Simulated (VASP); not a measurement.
# CuAu (R-3m) in VASP: a series of runs

One crystal, CuAu, is run at these levels: PBEsol, LDA; tasks: relaxation of cell and atoms.

Program: VASP 6.6.1. These are calculated values, not measurements. Logs are shortened: lines on timing, memory, paths and dates and some standing lists are left out, and cuts for length are marked.

## 1. The structure

It takes space group R-3m (No. 166, trigonal). The conventional cell has a = 2.886 Å, b = 2.886 Å, c = 12.769 Å, α = 90.00°, β = 90.00°, γ = 120.00°. Around Au (site symmetry -3m) lie 6 Cu at 2.70 Å and 6 Au at 2.89 Å. Cu (site symmetry -3m) is surrounded by 6 Au at 2.70 Å and 6 Cu at 2.89 Å.

The cell comes from a database or a generator and needn't be the stable form of this composition.

## 2. Relaxation of cell and atoms, PBEsol

Contents of INCAR:

```
SYSTEM = CuAu
ALGO = Normal ; EDIFF = 1E-6
EDIFFG = -0.02 ; ENCUT = 600
GGA = PS ; IBRION = 2
ISIF = 3 ; ISMEAR = -1
LASPH = .True. ; LCHARG = .False.
LREAL = .False. ; LWAVE = .False.
NELM = 80 ; NSW = 40
PREC = Accurate ; SIGMA = 0.05
```

Contents of KPOINTS:

```
k-points
0
Gamma
  10 10 10
  0 0 0
```

Contents of POSCAR:

```
CuAu
1.0
    1.4430568479      0.8331492596      4.2561707609
   -1.4430568479      0.8331492596      4.2561707609
    0.0000000000     -1.6662985192      4.2561707609
Au Cu
1 1
Direct
    0.0000000000      0.0000000000      0.0000000000
    0.5000000000      0.5000000000      0.5000000000
```

Potentials or basis: VASP PAW PBE potentials, release 64 (Au, Cu).

The run is started by

```sh
> cat potpaw_PBE.64/Au/POTCAR potpaw_PBE.64/Cu/POTCAR > POTCAR
> mpirun -np 1 vasp_std > vasp.out
```

OUTCAR:

```text
SYSTEM = CuAu
   EDIFF = 1E-6
   EDIFFG = -0.02
   ENCUT = 600
   GGA = PS
   IBRION = 2
   ISIF = 3
   ISMEAR = -1
   LASPH = .True.
   LREAL = .False.
   NELM = 80
   NSW = 40
   PREC = Accurate

 ion  position               nearest neighbor table
   1  0.000  0.000  0.000-   2 2.70   2 2.70   2 2.70   2 2.70   2 2.70   2 2.70
   2  0.500  0.500  0.500-   1 2.70   1 2.70   1 2.70   1 2.70   1 2.70   1 2.70

  LATTYP: Found a trigonal (rhomboedric) cell.
 ALAT       =     4.5707264522
 COS(alpha) =     0.8006453295

  Lattice vectors:

 A1 = (   1.4430568479,   0.8331492596,   4.2561707609)
 A2 = (  -1.4430568479,   0.8331492596,   4.2561707609)
 A3 = (   0.0000000000,  -1.6662985192,   4.2561707609)

Analysis of symmetry for initial positions (statically):
=====================================================================
 Subroutine PRICEL returns:
 Original cell was already a primitive cell.

 Routine SETGRP: Setting up the symmetry group for a
 trigonal (rhombohedral) supercell.

 Subroutine GETGRP returns: Found 12 space group operations
 (whereof 12 operations were pure point group operations)
 out of a pool of 12 trial point group operations.

The static configuration has the point symmetry D_3d.

Analysis of symmetry for dynamics (positions and initial velocities):
=====================================================================
 Subroutine PRICEL returns:
 Original cell was already a primitive cell.

 Routine SETGRP: Setting up the symmetry group for a
 trigonal (rhombohedral) supercell.

 Subroutine GETGRP returns: Found 12 space group operations
 (whereof 12 operations were pure point group operations)
 out of a pool of 12 trial point group operations.

The dynamic configuration has the point symmetry D_3d.

 Subroutine INISYM returns: Found 12 space group operations
 (whereof 12 operations are pure point group operations),
 and found     1 'primitive' translations

----------------------------------------------------------------------------------------

                                     Primitive cell

  volume of cell :      30.7027

  direct lattice vectors                    reciprocal lattice vectors
     1.443056848  0.833149260  4.256170761     0.346486696  0.200044187  0.078317660
    -1.443056848  0.833149260  4.256170761    -0.346486696  0.200044187  0.078317660
     0.000000000 -1.666298519  4.256170761     0.000000000 -0.400088375  0.078317660

  length of vectors
     4.570726452  4.570726452  4.570726452     0.407681694  0.407681694  0.407681694

  position of ions in fractional coordinates (direct lattice)
     0.000000000  0.000000000  0.000000000
     0.500000000  0.500000000  0.500000000

  ion indices of the primitive-cell ions
   primitive index   ion index
                 1           1
                 2           2

----------------------------------------------------------------------------------------

 KPOINTS: k-points

Automatic generation of k-mesh.
 Grid dimensions read from file:
 generate k-points for:   10   10   10

 Generating k-lattice:

  Cartesian coordinates                     Fractional coordinates (reciprocal lattice)
     0.034648670  0.020004419  0.007831766     0.100000000 -0.000000000  0.000000000
    -0.034648670  0.020004419  0.007831766    -0.000000000  0.100000000  0.000000000
     0.000000000 -0.040008837  0.007831766     0.000000000  0.000000000  0.100000000

  Length of vectors
     0.040768169  0.040768169  0.040768169

  Shift w.r.t. Gamma in fractional coordinates (k-lattice)
     0.000000000  0.000000000  0.000000000

 Subroutine IBZKPT returns following result:
 ===========================================

 Found    116 irreducible k-points:

 Following reciprocal coordinates:
            Coordinates               Weight
  0.000000  0.000000  0.000000      1.000000
  0.100000  0.000000  0.000000      6.000000
  0.200000  0.000000  0.000000      6.000000
  0.300000  0.000000  0.000000      6.000000
  0.400000  0.000000  0.000000      6.000000
  0.500000  0.000000  0.000000      3.000000
[... 16 lines left out ...]
  0.300000  0.300000  0.000000      6.000000
  0.400000  0.300000 -0.000000     12.000000
 [... further k-points ...]
   k-points           NKPTS =    116   k-points in BZ     NKDIM =    116   number of bands    NBANDS=     15
   number of dos      NEDOS =    301   number of ions     NIONS =      2
   total plane-waves  NPLWV =  64000
   dimension x,y,z NGX =    40 NGY =   40 NGZ =   40
   dimension x,y,z NGXF=    80 NGYF=   80 NGZF=   80
   ions per type =               1   1
   NGX,Y,Z   is equivalent  to a cutoff of  14.55, 14.55, 14.55 a.u.
   NGXF,Y,Z  is equivalent  to a cutoff of  29.10, 29.10, 29.10 a.u.
 SYSTEM =  CuAu
   PREC   = accura    normal or accurate (medium, high low for compatibility)
   ISTART =      0    job   : 0-new  1-cont  2-samecut
   ICHARG =      2    charge: 1-file 2-atom 10-const
   ISPIN  =      1    spin polarized calculation?
   LNONCOLLINEAR =      F non collinear calculations
   LSORBIT =      F    spin-orbit coupling
   LASPH  =      T    aspherical Exc in radial PAW
   ENCUT  =  600.0 eV  44.10 Ry    6.64 a.u.   9.13  9.13  9.13*2*pi/ulx,y,z
   NELM   =     80;   NELMIN=  2; NELMDL= -5     # of ELM steps
   EDIFF  = 0.1E-05   stopping-criterion for ELM
   LREAL  =      F    real-space projection
   EDIFFG = -.2E-01   stopping-criterion for IOM
   NSW    =     40    number of steps for IOM
   IBRION =      2    ionic relax: 0-MD 1-quasi-New 2-CG
   NFREE  =      1    steps in history (QN), initial steepest desc. (CG)
   ISIF   =      3    stress and relaxation
   ISYM   =      2    0-nonsym 1-usesym 2-fastsym
   POTIM  = 0.5000    time-step for ionic-motion
   TEBEG  =    0.0;   TEEND  =   0.0 temperature during run
   PSTRESS=    0.0 pullay stress
   NELECT =      22.0000    total number of electrons
   NUPDOWN=      -1.0000    fix difference up-down
   EMIN   =  10.00;   EMAX   =-10.00  energy-range for DOS
   EFERMI =   0.00;   METHOD = LEGACY
   ISMEAR =    -1;   SIGMA  =   0.05  broadening in eV -4-tet -1-fermi 0-gaus
   EFERMI_NEDOS =   21; number of points for ismear=-14 and -15
   IALGO  =     38    algorithm
   IMIX   =      4    mixing-type and parameters
     AMIX     =   0.40;   BMIX     =  1.00
     AMIX_MAG =   1.60;   BMIX_MAG =  1.00
  volume/ion in A,a.u.               =      15.35       103.60
  Fermi-wavevector in a.u.,A,eV,Ry     =   1.464952  2.768359 29.199270  2.146086
  Thomas-Fermi vector in A             =   2.580867
   LORBIT       =      0    0 simple, 1 ext, 2 COOP (PROOUT), +10 PAW based schemes
   GGA     = PS    functional components
   LHFCALC =     F    Hartree Fock is set to
   AEXX    =    0.0000 exact exchange contribution
   IVDW    =     0    specifies the selected vdW correction
   LEPSILON=     F    determine dielectric tensor
   LRPA    =     F    only Hartree local field effects (RPA)
 conjugate gradient relaxation of ions
 non-spin polarized calculation
  energy-cutoff  :      600.00
  volume of cell :       30.70
 maximum number of plane-waves:      1040
 NGX is ok and might be reduce to    40
   NGX = 19   NGY = 19   NGZ = 19

--------------------------------------- Ionic step        1  -------------------------------------------

 number of electron      21.9999997 magnetization

 Free energy of the ion-electron system (eV)
  ---------------------------------------------------
  ext. energy  EPLUGINS =         0.00000000
  ---------------------------------------------------
  free energy    TOTEN  =        -8.15869271 eV

  energy without entropy =       -8.15319621  energy(sigma->0) =       -8.15594446

------------------------ aborting loop because EDIFF is reached ----------------------------------------

  FORCE on cell =-STRESS in cart. coord.  units (eV):
  Direction    XX          YY          ZZ          XY          YZ          ZX
  --------------------------------------------------------------------------------------
  -------------------------------------------------------------------------------------
  Total       -1.4083114     -1.4083114     -1.6457554      0.0000000      0.0000000      0.0000000
  in kB      -73.4907593    -73.4907593    -85.8814417      0.0000000      0.0000000      0.0000000
  external PRESSURE =     -77.6209868 kB  Pullay stress =       0.0000000 kB
[... 93 lines left out ...]
  energy  without entropy=       -8.1959981399  energy(sigma->0) =       -8.19850708

--------------------------------------- Ionic step        4  -------------------------------------------

 number of electron      22.0000004 magnetization

 Free energy of the ion-electron system (eV)
  ---------------------------------------------------
  ext. energy  EPLUGINS =         0.00000000
  ---------------------------------------------------
  free energy    TOTEN  =        -8.20101264 eV

  energy without entropy =       -8.19600011  energy(sigma->0) =       -8.19850638

 E-fermi :   8.5500     XC(G=0): -12.8316

 val. band max:        8.5437549577   @ k =  -0.3000   0.2000   0.2000
 cond. band min:       8.5713161694   @ k =   0.3000   0.3000   0.1000
 fundamental gap:      0.0275612117
 Fermi energy:         8.5500111980

 k-point     1 :       0.0000    0.0000    0.0000
  band No.  band energies     occupation
      1      -1.3310      2.00000
      2       1.8226      2.00000
      3       3.6420      2.00000
      4       3.6420      2.00000
      5       4.6904      2.00000
      6       4.6904      2.00000
      7       5.7690      2.00000
      8       6.3443      2.00000
      9       6.3443      2.00000
     10       7.0338      2.00000
     11       7.0338      2.00000
     12       8.3871      1.92591
     13      13.5999      0.00000
     14      23.1695      0.00000
     15      25.0238      0.00000
[... 397 lines left out ...]
 k-point    24 :       0.4000    0.3000   -0.0000
  band No.  band energies     occupation
      1       1.4960      2.00000
      2       2.3719      2.00000
      3       3.1000      2.00000
      4       4.1434      2.00000
      5       4.3088      2.00000
      6       5.9056      2.00000
      7       5.9275      2.00000
      8       6.2712      2.00000
      9       6.6335      2.00000
     10       6.8263      2.00000
     11       7.0203      2.00000
     12      10.4188      0.00000
     13      15.6555      0.00000
     14      16.5580      0.00000
     15      18.1580      0.00000

 [... further k-points ...]

------------------------ aborting loop because EDIFF is reached ----------------------------------------

  FORCE on cell =-STRESS in cart. coord.  units (eV):
  Direction    XX          YY          ZZ          XY          YZ          ZX
  --------------------------------------------------------------------------------------
  -------------------------------------------------------------------------------------
  Total        0.0386433      0.0386433     -0.0364259      0.0000000      0.0000000     -0.0000000
  in kB        2.1308191      2.1308191     -2.0085530      0.0000000      0.0000000     -0.0000000
  external PRESSURE =       0.7510284 kB  Pullay stress =       0.0000000 kB
[... 17 lines left out ...]
  FREE ENERGIE OF THE ION-ELECTRON SYSTEM (eV)
  ---------------------------------------------------
  free  energy   TOTEN  =        -8.2010126380 eV

  energy  without entropy=       -8.1960001143  energy(sigma->0) =       -8.19850638

 reached required accuracy - stopping structural energy minimisation
```

It took 2.7 min on 1 thread of Intel Xeon 6975P-C (Granite Rapids), shared host; peak memory 0.33 GiB.

What came out:

* Free energy: -8.2010 eV
* Relaxed volume: 14.53 Å³/atom
* Relaxed cell: a = 4.480 Å, b = 4.480 Å, c = 4.480 Å, α = 36.91°, β = 36.91°, γ = 36.91°
* Space group after relaxing (to 0.05 Å): R-3m (No. 166)
* Energy gained by relaxing: 21.2 meV/atom
* Ionic steps: 4
* Pressure after relaxing: 0.1 GPa
* Band gap on the k mesh: none (metal or under the smearing width)

The path:
| step | energy change (eV) | largest force (eV/Å) | pressure (GPa) | volume (Å³) |
| --- | --- | --- | --- | --- |
| 1 | 0.0000 | 0.0000 | -7.76 | 30.70 |
| 2 | 0.0069 | 0.0000 | 10.73 | 27.51 |
| 3 | -0.0423 | 0.0000 | -0.13 | 29.09 |
| 4 | -0.0423 | 0.0000 | 0.08 | 29.06 |

Final structure:
```cif
data_structure
_symmetry_space_group_name_H-M 'P 1'
_symmetry_Int_Tables_number 1
_cell_length_a 4.4804
_cell_length_b 4.4804
_cell_length_c 4.4804
_cell_angle_alpha 36.906
_cell_angle_beta 36.906
_cell_angle_gamma 36.906
_cell_volume 29.06
loop_
_atom_site_label
_atom_site_type_symbol
_atom_site_fract_x
_atom_site_fract_y
_atom_site_fract_z
_atom_site_occupancy
Au1 Au 0.00000 0.00000 0.00000 1
Cu1 Cu 0.50000 0.50000 0.50000 1
```

Caveat: the PAW data sets were made with another functional, which shifts forces and pressure a little. The run has no spin-orbit coupling, so splittings on Au are missing.

(Part 1 of 2 ends here.)
